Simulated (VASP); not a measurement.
## A VASP 6.6.1 single-point calculation on KCl

INCAR

```
METAGGA = TPSS
EDIFF = 1E-7
LASPH = .TRUE.
LREAL = Auto
PREC = Accurate
SIGMA = 0.02
ENCUT = 520
ISIF = 2
NSW = 0
NBANDS = 15
LWAVE = .FALSE.
NELM = 59
ISMEAR = -1
LCHARG = .FALSE.
IBRION = -1
```

KPOINTS

```
KPOINTS created by Atomic Simulation Environment
0
Gamma
6 6 6
0 0 0
```

POSCAR

```
K  Cl
 1.0000000000000000
    -0.0000000000000000    3.5072828304314339    3.5072828304314339
     3.5072828304314339    0.0000000000000000    3.5072828304314339
     3.5072828304314339    3.5072828304314339    0.0000000000000000
 K   Cl
   1   1
Cartesian
 -0.0000000000000000  0.0000000000000000 -0.0000000000000000
  1.7536414152157167  1.7536414152157167  1.7536414152157167
```

The recommended PBE PAW datasets give the neutral cell 16 valence electrons.

Command

```
mpirun -np 1 vasp_std
```

How does this run end, and what does it give?

It converged. Results: gap between bands v and c on the k mesh 5.29 eV; least direct gap on the k mesh 5.33 eV; pressure 0.4 GPa. Band v is the last that the valence electrons fill when counted band by band, and c is the next.

OSZICAR

```
N       E                     dE             d eps       ncg     rms          rms(c)
DAV:   1     0.123491606164E+03    0.12349E+03   -0.72003E+03   480   0.118E+03
DAV:   2    -0.817400172666E+02   -0.20523E+03   -0.12515E+03   784   0.301E+02
DAV:   3    -0.742231631052E+03   -0.66049E+03   -0.47086E+03   872   0.288E+02
DAV:   4    -0.105078881373E+04   -0.30856E+03   -0.25016E+03   761   0.484E+02
DAV:   5    -0.109162459078E+04   -0.40836E+02   -0.31445E+02   817   0.200E+02    0.128E+02
DAV:   6     0.188627854916E+03    0.12803E+04   -0.41260E+04   733   0.147E+03    0.488E+03
DAV:   7    -0.126108978143E+03   -0.31474E+03   -0.21186E+03   686   0.286E+02    0.129E+02
DAV:   8    -0.987627018894E+02    0.27346E+02   -0.35538E+02   788   0.993E+01    0.701E+01
DAV:   9    -0.732870721049E+02    0.25476E+02   -0.30760E+01   683   0.301E+01    0.451E+01
DAV:  10    -0.460877975675E+02    0.27199E+02   -0.94429E+00   592   0.169E+01    0.316E+01
...
DAV:  29    -0.186719346897E+02   -0.94208E-03   -0.12766E-04   480   0.823E-02    0.117E+00
DAV:  30    -0.186728046875E+02   -0.87000E-03   -0.20296E-04   480   0.124E-01    0.591E-01
DAV:  31    -0.186730752443E+02   -0.27056E-03   -0.10970E-04   480   0.977E-02    0.258E-01
DAV:  32    -0.186732740904E+02   -0.19885E-03   -0.13030E-04   480   0.106E-01    0.102E-01
DAV:  33    -0.186733289097E+02   -0.54819E-04   -0.93116E-05   480   0.814E-02    0.298E-02
DAV:  34    -0.186733330865E+02   -0.41769E-05   -0.16434E-05   480   0.363E-02    0.449E-03
DAV:  35    -0.186733337440E+02   -0.65749E-06   -0.43914E-07   619   0.609E-03    0.182E-03
DAV:  36    -0.186733340460E+02   -0.30197E-06   -0.30028E-07   514   0.514E-03    0.149E-03
DAV:  37    -0.186733340890E+02   -0.43011E-07   -0.42392E-08   380   0.185E-03
   1 F= -.18673334E+02 E0= -.18673334E+02  d E =-.428583E-11
```

For comparison, a separate PBE run of the intended cell, on usual settings and not on those above, gives a gap of 4.77 eV on its mesh and a pressure of 0.3 GPa.
